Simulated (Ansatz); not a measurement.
Free-standing chains of the atoms of Mg, named by their start (strip: triangular double chain, ladder: square double chain); atoms and period are relaxed, and energies count from relaxed bulk Mg (P6_3/mmc, 22.93 Å³/atom, gap on the mesh 0.00 eV).

These are results of DFT PBE, scalar-relativistic, plane waves, PAW in Ansatz 0.2.0, not measurements.

Cutoff 420 eV, Gaussian smearing of 0.05 eV, energies at zero smearing, symmetry of each start kept, collinear spin where a moment is listed.

```csv
start,atoms,k mesh,excess energy (eV per host atom),period (Å),gap on the mesh (eV),highest filled level or Fermi level under vacuum (eV),size of the moment (μB per cell)
linear chain,1,1×1×23,1.236,3.086,0.40,2.58,0.00
zigzag chain,2,1×1×13,1.242,6.152,0.20,-,0.00
ladder chain,4,1×1×12,1.082,5.867,0,3.20,0.83
strip chain,2,1×1×21,0.991,3.040,0,-,0.36
```

An odd mesh misses points on the zone edge, so a gap read on it can be too wide.

Gaps under about 0.2 eV rest on few k points and may close between them. Each run keeps its start's symmetry and one magnetic start, so lower states can exist. Rows stand on unlike meshes and boxes, so starts that end alike can differ by a few hundredths of an eV per atom.

Cost: 4 runs of about 8.4 core-minutes in all, on Intel Xeon Platinum 8259CL (Skylake/Cascade Lake) (shared hosts).